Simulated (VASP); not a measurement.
# WC (P-6m2) in VASP: settings compared

The runs below take WC through band structure, with PBE, LDA, PBEsol.

All numbers are computed with VASP 6.6.1; they aren't measurements. Logs are shortened: lines on timing, memory, paths and dates and some standing lists are left out, and cuts for length are marked.

### Step 1. The crystal as given

Symmetry: P-6m2, No. 187, hexagonal system. The conventional cell has a = 2.924 Å, b = 2.924 Å, c = 2.850 Å, α = 90.00°, β = 90.00°, γ = 120.00°. W (site symmetry -6m2) is surrounded by 6 C at 2.21 Å. Around C (site symmetry -6m2) lie 6 W at 2.21 Å.

### Step 2. Band structure, PBE

Input file INCAR:

```
  PREC = Accurate
  ENCUT = 520
  EDIFF = 1E-6
  ISMEAR = 1
  SIGMA = 0.1
  LREAL = False
  LASPH = True
  NELM = 80
  ALGO = Normal
  ISIF = 2
  LWAVE = False
  LCHARG = False
  LMAXMIX = 4
  GGA = PE
  NBANDS = 16
  ICORELEVEL = 1
```

Input file KPOINTS:

```
Automatic mesh
0
Gamma
  15 15 13
```

Input file POSCAR:

```
WC                                      
1.0
    2.9239167861      0.0000000000      0.0000000000
   -1.4619583931      2.5321862193      0.0000000000
    0.0000000000      0.0000000000      2.8495698146
  W               C             
     1     1
Direct
     0.0000000000000000    0.0000000000000000    0.0000000000000000
     0.6666666699999979    0.3333333300000021    0.5000000000000000
```

Input file KPOINTS_OPT:

```
explicit points
186
Reciprocal
 0.0000000000  0.0000000000  0.0000000000 1
 0.0263157895  0.0000000000  0.0000000000 1
 0.0526315789  0.0000000000  0.0000000000 1
 0.0789473684  0.0000000000  0.0000000000 1
 0.1052631579  0.0000000000  0.0000000000 1
 0.1315789474  0.0000000000  0.0000000000 1
[... 178 lines left out ...]
 0.5000000000  0.0000000000  0.5000000000 1
 0.5000000000  0.0000000000  0.0000000000 1
```

Potentials or basis: VASP PAW PBE potentials, release 64 (W_sv, C).

Run with:

```console
$ cat potpaw_PBE.64/W_sv/POTCAR potpaw_PBE.64/C/POTCAR > POTCAR
$ mpirun -np 1 vasp_std > vasp.out
```

OUTCAR:

```text
PREC = Accurate
   ENCUT = 520
   EDIFF = 1E-6
   ISMEAR = 1
   LREAL = False
   LASPH = True
   NELM = 80
   ISIF = 2
   GGA = PE

 ion  position               nearest neighbor table
   1  0.000  0.000  0.000-   2 2.21   2 2.21   2 2.21   2 2.21   2 2.21   2 2.21
   2  0.667  0.333  0.500-   1 2.21   1 2.21   1 2.21   1 2.21   1 2.21   1 2.21

  LATTYP: Found a hexagonal cell.
 ALAT       =     2.9239167861
 C/A-ratio  =     0.9745728155

  Lattice vectors:

 A1 = (   2.9239167861,   0.0000000000,   0.0000000000)
 A2 = (  -1.4619583931,   2.5321862193,   0.0000000000)
 A3 = (   0.0000000000,   0.0000000000,   2.8495698146)

Analysis of symmetry for initial positions (statically):
=====================================================================
 Subroutine PRICEL returns:
 Original cell was already a primitive cell.

 Routine SETGRP: Setting up the symmetry group for a
 hexagonal supercell.

 Subroutine GETGRP returns: Found 12 space group operations
 (whereof 12 operations were pure point group operations)
 out of a pool of 24 trial point group operations.

The static configuration has the point symmetry D_3h.

Analysis of symmetry for dynamics (positions and initial velocities):
=====================================================================
 Subroutine PRICEL returns:
 Original cell was already a primitive cell.

 Routine SETGRP: Setting up the symmetry group for a
 hexagonal supercell.

 Subroutine GETGRP returns: Found 12 space group operations
 (whereof 12 operations were pure point group operations)
 out of a pool of 24 trial point group operations.

The dynamic configuration has the point symmetry D_3h.

 Subroutine INISYM returns: Found 12 space group operations
 (whereof 12 operations are pure point group operations),
 and found     1 'primitive' translations

----------------------------------------------------------------------------------------

                                     Primitive cell

  volume of cell :      21.0979

  direct lattice vectors                    reciprocal lattice vectors
     2.923916786  0.000000000  0.000000000     0.342006997  0.197457832  0.000000000
    -1.461958393  2.532186219  0.000000000     0.000000000  0.394915663  0.000000000
     0.000000000  0.000000000  2.849569815     0.000000000  0.000000000  0.350930163

  length of vectors
     2.923916786  2.923916790  2.849569815     0.394915664  0.394915663  0.350930163

[... 83 lines left out ...]
   NSW    =      0    number of steps for IOM
   IBRION =     -1    ionic relax: 0-MD 1-quasi-New 2-CG
   NFREE  =      0    steps in history (QN), initial steepest desc. (CG)
   ISIF   =      2    stress and relaxation
   ISYM   =      2    0-nonsym 1-usesym 2-fastsym
   POTIM  = 0.5000    time-step for ionic-motion
   TEBEG  =    0.0;   TEEND  =   0.0 temperature during run
   PSTRESS=    0.0 pullay stress
   NELECT =      18.0000    total number of electrons
   NUPDOWN=      -1.0000    fix difference up-down
   EMIN   =  10.00;   EMAX   =-10.00  energy-range for DOS
   EFERMI =   0.00;   METHOD = LEGACY
   ISMEAR =     1;   SIGMA  =   0.10  broadening in eV -4-tet -1-fermi 0-gaus
   EFERMI_NEDOS =   21; number of points for ismear=-14 and -15
   IALGO  =     38    algorithm
   IMIX   =      4    mixing-type and parameters
     AMIX     =   0.40;   BMIX     =  1.00
     AMIX_MAG =   1.60;   BMIX_MAG =  1.00
  volume/ion in A,a.u.               =      10.55        71.19
  Fermi-wavevector in a.u.,A,eV,Ry     =   1.552693  2.934165 32.801694  2.410857
  Thomas-Fermi vector in A             =   2.657032
   LORBIT       =      0    0 simple, 1 ext, 2 COOP (PROOUT), +10 PAW based schemes
   GGA     = PE    functional components
   LHFCALC =     F    Hartree Fock is set to
   AEXX    =    0.0000 exact exchange contribution
   IVDW    =     0    specifies the selected vdW correction
   LEPSILON=     F    determine dielectric tensor
   LRPA    =     F    only Hartree local field effects (RPA)
 non-spin polarized calculation
 Methfessel and Paxton  Order N= 1 SIGMA  =   0.10
  energy-cutoff  :      520.00
  volume of cell :       21.10
 maximum number of plane-waves:       599
 NGX is ok and might be reduce to    24
   NGX = 11   NGY = 11   NGZ = 11

 number of electron      18.0000000 magnetization

 Free energy of the ion-electron system (eV)
  ---------------------------------------------------
  ext. energy  EPLUGINS =         0.00000000
  ---------------------------------------------------
  free energy    TOTEN  =       -22.44954501 eV

  energy without entropy =      -22.44963049  energy(sigma->0) =      -22.44957351

 the core state eigenenergies are
   1-  1s -69452.1255  2s -11972.7142  2p -10466.3175  3s  -2745.3275  3p  -2299.4405
       3d  -1787.4017  4s   -553.7980  4p   -407.5870  4d   -222.4714  4f    -17.3802

   2-  1s   -254.4718

 E-fermi :  10.8220     XC(G=0): -13.7077

 val. band max:       10.7794733267   @ k =   0.4667  -0.0000   0.3846
 cond. band min:      10.8488285256   @ k =   0.1333   0.0000   0.4615
 fundamental gap:      0.0693551989
 Fermi energy:        10.8219518046

 k-point     1 :       0.0000    0.0000    0.0000
  band No.  band energies     occupation
      1     -63.1944      2.00000
      2     -27.1712      2.00000
      3     -27.0810      2.00000
      4     -27.0810      2.00000
      5      -3.4797      2.00000
      6       6.6271      2.00000
[... 277 lines left out ...]
 k-point    16 :       0.1333    0.1333    0.0000
  band No.  band energies     occupation

------------------------ aborting loop because EDIFF is reached ----------------------------------------

  FORCE on cell =-STRESS in cart. coord.  units (eV):
  Direction    XX          YY          ZZ          XY          YZ          ZX
  --------------------------------------------------------------------------------------
  -------------------------------------------------------------------------------------
  Total        0.0129122      0.0129122      0.0124804     -0.0000000      0.0000000      0.0000000
  in kB        0.9805495      0.9805495      0.9477622     -0.0000000      0.0000000      0.0000000
  external PRESSURE =       0.9696204 kB  Pullay stress =       0.0000000 kB

 VOLUME and BASIS-vectors are now :
 -----------------------------------------------------------------------------
  energy-cutoff  :      520.00
  volume of cell :       21.10
      direct lattice vectors                 reciprocal lattice vectors
     2.923916786  0.000000000  0.000000000     0.342006997  0.197457832  0.000000000
    -1.461958393  2.532186219  0.000000000     0.000000000  0.394915663  0.000000000
     0.000000000  0.000000000  2.849569815     0.000000000  0.000000000  0.350930163

 POSITION                                       TOTAL-FORCE (eV/Angst)
 -----------------------------------------------------------------------------------
      0.00000      0.00000      0.00000         0.000000      0.000000      0.000000
      1.46196      0.84406      1.42478        -0.000000      0.000000      0.000000
 -----------------------------------------------------------------------------------
    total drift:                               -0.000003      0.000002     -0.000000

  FREE ENERGIE OF THE ION-ELECTRON SYSTEM (eV)
  ---------------------------------------------------
  free  energy   TOTEN  =       -22.4495450122 eV

  energy  without entropy=      -22.4496304916  energy(sigma->0) =      -22.44957351
```

stdout:

```text
POSCAR found type information on POSCAR W C
 POSCAR found :  2 types and       2 ions
 scaLAPACK will be used
 LDA part: xc-table for (Slater+PW92), standard interpolation
 POSCAR, INCAR and KPOINTS ok, starting setup
 FFT: planning ... GRIDC
 FFT: planning ... GRID_SOFT
 FFT: planning ... GRID
 WAVECAR not read
 entering main loop
 Start KPOINTS_OPT (optional k-point list driver)
k-point batch [1-186\186]
```

Run time: 27 s. Hardware: 1 thread of Intel Xeon 6975P-C (Granite Rapids), shared host; peak memory 0.22 GiB.

Results:

| Item | Value |
| --- | --- |
| Free energy | -22.4495 eV |
| Pressure | 0.1 GPa |
| Band gap along the path | none (metal or under the smearing width) |

Levels at the corners of the path, in eV from the Fermi level:
```csv
point,band 5,band 6,band 7,band 8,band 9,band 10,band 11,band 12,band 13,band 14
Γ,-14.30,-4.19,-3.25,-3.25,0.12,3.18,3.18,5.56,5.56,6.28
M,-11.01,-6.93,-3.51,-3.47,-0.45,2.32,4.44,4.78,6.79,9.57
M,-11.01,-6.93,-3.51,-3.47,-0.45,2.32,4.44,4.78,6.79,9.57
K,-10.29,-6.46,-4.48,-3.35,0.65,0.99,2.02,3.18,9.03,15.02
K,-10.29,-6.46,-4.48,-3.35,0.65,0.99,2.02,3.18,9.03,15.02
Γ,-14.30,-4.19,-3.25,-3.25,0.12,3.18,3.18,5.56,5.56,6.28
Γ,-14.30,-4.19,-3.25,-3.25,0.12,3.18,3.18,5.56,5.56,6.28
A,-10.36,-8.52,-1.96,-1.96,-0.54,-0.54,3.65,4.50,4.50,9.88
A,-10.36,-8.52,-1.96,-1.96,-0.54,-0.54,3.65,4.50,4.50,9.88
L,-11.16,-6.33,-4.22,-4.13,0.28,4.34,5.21,6.51,9.03,9.94
L,-11.16,-6.33,-4.22,-4.13,0.28,4.34,5.21,6.51,9.03,9.94
H,-10.84,-7.05,-5.32,-1.59,-0.62,4.32,6.23,7.44,8.98,9.93
H,-10.84,-7.05,-5.32,-1.59,-0.62,4.32,6.23,7.44,8.98,9.93
A,-10.36,-8.52,-1.96,-1.96,-0.54,-0.54,3.65,4.50,4.50,9.88
L,-11.16,-6.33,-4.22,-4.13,0.28,4.34,5.21,6.51,9.03,9.94
M,-11.01,-6.93,-3.51,-3.47,-0.45,2.32,4.44,4.78,6.79,9.57
K,-10.29,-6.46,-4.48,-3.35,0.65,0.99,2.02,3.18,9.03,15.02
H,-10.84,-7.05,-5.32,-1.59,-0.62,4.32,6.23,7.44,8.98,9.93
```

Core levels (eV, on the scale of the bands):
```tsv
atom	levels
1 W	1s -69452.1, 2s -11972.7, 2p -10466.3, 3s -2745.3, 3p -2299.4, 3d -1787.4, 4s -553.8, 4p -407.6, 4d -222.5, 4f -17.4
2 C	1s -254.5
```

Caveat: spin-orbit coupling is left out, which moves the levels of the heavy elements.

### Step 3. Band structure, LDA

This run uses another cell than the first one, of 10.19 Å³/atom, 0.966 times its volume.

Input file INCAR:

```
SYSTEM = WC
PREC = Accurate
ENCUT = 520
EDIFF = 1E-7
ISMEAR = 1
SIGMA = 0.1
LREAL = .False.
LASPH = .True.
NELM = 80
ALGO = Normal
ISIF = 2
LWAVE = .False.
LCHARG = .False.
LMAXMIX = 4
GGA = CA
NBANDS = 16
ICORELEVEL = 1
```

Input file KPOINTS:

```
regular mesh
0
Gamma
  15 15 13
  0 0 0
```

Input file POSCAR:

```
WC                                      
1.0
    2.8895378095      0.0000000000      0.0000000000
   -1.4447689047      2.5024131520     -0.0000000000
    0.0000000000      0.0000000000      2.8178632027
  W               C             
     1     1
Direct
     0.0000000000000000    0.0000000000000000    0.0000000000000000
     0.6666666699999979    0.3333333300000021    0.5000000000000000
```

Input file KPOINTS_OPT:

```
explicit points
141
Reciprocal
 0.0000000000  0.0000000000  0.0000000000 1
 0.0357142857  0.0000000000  0.0000000000 1
 0.0714285714  0.0000000000  0.0000000000 1
 0.1071428571  0.0000000000  0.0000000000 1
 0.1428571429  0.0000000000  0.0000000000 1
 0.1785714286  0.0000000000  0.0000000000 1
[... 133 lines left out ...]
 0.5000000000  0.0000000000  0.5000000000 1
 0.5000000000  0.0000000000  0.0000000000 1
```

Potentials or basis: VASP PAW LDA potentials, release 64 (W_sv, C).

Run with:

```console
$ cat potpaw_LDA.64/W_sv/POTCAR potpaw_LDA.64/C/POTCAR > POTCAR
$ mpirun -np 1 vasp_std > vasp.out
```

Wall time 35 s (1 thread of Intel Xeon 6975P-C (Granite Rapids), shared host); peak memory 0.21 GiB.

Results (log left out):

```yaml
Free_energy: -24.7009 eV
Pressure: 0.1 GPa
Band_gap_along_the_path: none (metal or under the smearing width)
```

Levels at the corners of the path, in eV from the Fermi level:
| point | band 7 | band 8 | band 9 | band 10 | band 11 | band 12 |
| --- | --- | --- | --- | --- | --- | --- |
| Γ | -3.41 | -3.41 | 0.14 | 3.28 | 3.28 | 5.72 |
| M | -3.69 | -3.65 | -0.43 | 2.37 | 4.61 | 4.99 |
| M | -3.69 | -3.65 | -0.43 | 2.37 | 4.61 | 4.99 |
| K | -4.57 | -3.52 | 0.59 | 0.99 | 2.08 | 3.32 |
| K | -4.57 | -3.52 | 0.59 | 0.99 | 2.08 | 3.32 |
| Γ | -3.41 | -3.41 | 0.14 | 3.28 | 3.28 | 5.72 |
| Γ | -3.41 | -3.41 | 0.14 | 3.28 | 3.28 | 5.72 |
| A | -2.07 | -2.07 | -0.63 | -0.63 | 3.75 | 4.55 |
| A | -2.07 | -2.07 | -0.63 | -0.63 | 3.75 | 4.55 |
| L | -4.41 | -4.13 | 0.40 | 4.52 | 5.44 | 6.87 |
| L | -4.41 | -4.13 | 0.40 | 4.52 | 5.44 | 6.87 |
| H | -5.42 | -1.52 | -0.64 | 4.50 | 6.64 | 7.76 |
| H | -5.42 | -1.52 | -0.64 | 4.50 | 6.64 | 7.76 |
| A | -2.07 | -2.07 | -0.63 | -0.63 | 3.75 | 4.55 |
| L | -4.41 | -4.13 | 0.40 | 4.52 | 5.44 | 6.87 |
| M | -3.69 | -3.65 | -0.43 | 2.37 | 4.61 | 4.99 |
| K | -4.57 | -3.52 | 0.59 | 0.99 | 2.08 | 3.32 |
| H | -5.42 | -1.52 | -0.64 | 4.50 | 6.64 | 7.76 |

Core levels (eV, on the scale of the bands):
| atom | levels |
| --- | --- |
| 1 W | 1s -68974.4, 2s -11903.9, 2p -10424.4, 3s -2729.8, 3p -2290.7, 3d -1783.8, 4s -549.0, 4p -404.7, 4d -221.2, 4f -17.0 |
| 2 C | 1s -250.9 |

Caveat: spin-orbit coupling is left out, which moves the levels of the heavy elements.

### Step 4. Band structure, PBEsol

This run uses another cell than the first one, of 10.32 Å³/atom, 0.978 times its volume.

Input file INCAR:

```
ALGO = Normal ; EDIFF = 1E-6
ENCUT = 520 ; GGA = PS
ICORELEVEL = 1 ; ISIF = 2
ISMEAR = 1 ; LASPH = True
LCHARG = False ; LMAXMIX = 4
LREAL = False ; LWAVE = False
NBANDS = 16 ; NELM = 80
PREC = Accurate ; SIGMA = 0.1
```

Input file KPOINTS:

```
k-points
0
Gamma
  15 15 13
```

Input file POSCAR:

```
WC                                      
1.0
    2.9010185532      0.0000000000      0.0000000000
   -1.4505092766      2.5123557678      0.0000000000
   -0.0000000000      0.0000000000      2.8306118319
  W               C             
     1     1
Direct
     0.0000000000000000    0.0000000000000000    0.0000000000000000
     0.6666666699999979    0.3333333300000021    0.5000000000000000
```

Input file KPOINTS_OPT:

```
explicit points
186
Reciprocal
 0.0000000000  0.0000000000  0.0000000000 1
 0.0263157895  0.0000000000  0.0000000000 1
 0.0526315789  0.0000000000  0.0000000000 1
 0.0789473684  0.0000000000  0.0000000000 1
 0.1052631579  0.0000000000  0.0000000000 1
 0.1315789474  0.0000000000  0.0000000000 1
[... 178 lines left out ...]
 0.5000000000  0.0000000000  0.5000000000 1
 0.5000000000  0.0000000000  0.0000000000 1
```

Potentials or basis: VASP PAW PBE potentials, release 64 (W_sv, C).

Run with:

```console
$ cat potpaw_PBE.64/W_sv/POTCAR potpaw_PBE.64/C/POTCAR > POTCAR
$ mpirun -np 1 vasp_std > vasp.out
```

It took 24 s on 1 thread of Intel Xeon 6975P-C (Granite Rapids), shared host; peak memory 0.22 GiB.

It converged, with:

```
Free energy             : -23.9005 eV
Pressure                : 0.1 GPa
Band gap along the path : none (metal or under the smearing width)
```

Levels at the corners of the path, in eV from the Fermi level:
| point | band 5 | band 6 | band 7 | band 8 | band 9 | band 10 | band 11 | band 12 | band 13 | band 14 |
| --- | --- | --- | --- | --- | --- | --- | --- | --- | --- | --- |
| Γ | -14.45 | -4.34 | -3.34 | -3.34 | 0.14 | 3.27 | 3.27 | 5.71 | 5.71 | 6.47 |
| M | -11.06 | -7.05 | -3.62 | -3.60 | -0.42 | 2.37 | 4.59 | 4.96 | 6.93 | 9.74 |
| M | -11.06 | -7.05 | -3.62 | -3.60 | -0.42 | 2.37 | 4.59 | 4.96 | 6.93 | 9.74 |
| K | -10.27 | -6.60 | -4.58 | -3.45 | 0.62 | 1.02 | 2.09 | 3.27 | 9.30 | 15.32 |
| K | -10.27 | -6.60 | -4.58 | -3.45 | 0.62 | 1.02 | 2.09 | 3.27 | 9.30 | 15.32 |
| Γ | -14.45 | -4.34 | -3.34 | -3.34 | 0.14 | 3.27 | 3.27 | 5.71 | 5.71 | 6.47 |
| Γ | -14.45 | -4.34 | -3.34 | -3.34 | 0.14 | 3.27 | 3.27 | 5.71 | 5.71 | 6.47 |
| A | -10.34 | -8.69 | -2.00 | -2.00 | -0.58 | -0.58 | 3.74 | 4.56 | 4.56 | 10.02 |
| A | -10.34 | -8.69 | -2.00 | -2.00 | -0.58 | -0.58 | 3.74 | 4.56 | 4.56 | 10.02 |
| L | -11.27 | -6.48 | -4.33 | -4.17 | 0.32 | 4.50 | 5.39 | 6.74 | 9.30 | 10.21 |
| L | -11.27 | -6.48 | -4.33 | -4.17 | 0.32 | 4.50 | 5.39 | 6.74 | 9.30 | 10.21 |
| H | -10.92 | -7.27 | -5.40 | -1.57 | -0.64 | 4.46 | 6.51 | 7.70 | 9.17 | 10.22 |
| H | -10.92 | -7.27 | -5.40 | -1.57 | -0.64 | 4.46 | 6.51 | 7.70 | 9.17 | 10.22 |
| A | -10.34 | -8.69 | -2.00 | -2.00 | -0.58 | -0.58 | 3.74 | 4.56 | 4.56 | 10.02 |
| L | -11.27 | -6.48 | -4.33 | -4.17 | 0.32 | 4.50 | 5.39 | 6.74 | 9.30 | 10.21 |
| M | -11.06 | -7.05 | -3.62 | -3.60 | -0.42 | 2.37 | 4.59 | 4.96 | 6.93 | 9.74 |
| K | -10.27 | -6.60 | -4.58 | -3.45 | 0.62 | 1.02 | 2.09 | 3.27 | 9.30 | 15.32 |
| H | -10.92 | -7.27 | -5.40 | -1.57 | -0.64 | 4.46 | 6.51 | 7.70 | 9.17 | 10.22 |

Core levels (eV, on the scale of the bands):
```csv
atom,levels
1 W,"1s -69451.7, 2s -11972.3, 2p -10465.9, 3s -2744.9, 3p -2299.0, 3d -1787.0, 4s -553.4, 4p -407.2, 4d -222.1, 4f -17.0"
2 C,1s -254.4
```

Caveat: the PAW data sets were made with another functional, which shifts forces and pressure a little; spin-orbit coupling is left out, which moves the levels of the heavy elements.

### Step 5. Overview

```csv
level,potentials or basis,cell,pressure (GPa)
PBE,"VASP PAW PBE potentials, release 64 (W_sv, C)","P-6m2, 10.55 Å³/atom",0.1
LDA,"VASP PAW LDA potentials, release 64 (W_sv, C)","P-6m2, 10.19 Å³/atom",0.1
PBEsol,"VASP PAW PBE potentials, release 64 (W_sv, C)","P-6m2, 10.32 Å³/atom",0.1
```

Alike in all rows: task band structure; no spin polarisation; k mesh 15 × 15 × 13; cutoff (eV) 520; smearing methfessel-paxton 0.1 eV.

Caveats: spin-orbit coupling is left out, which moves the levels of the heavy elements; the PAW data sets were made with another functional, which shifts forces and pressure a little (some runs).

Total energies depend on the potentials used, so only differences within one code and one set of settings carry meaning.
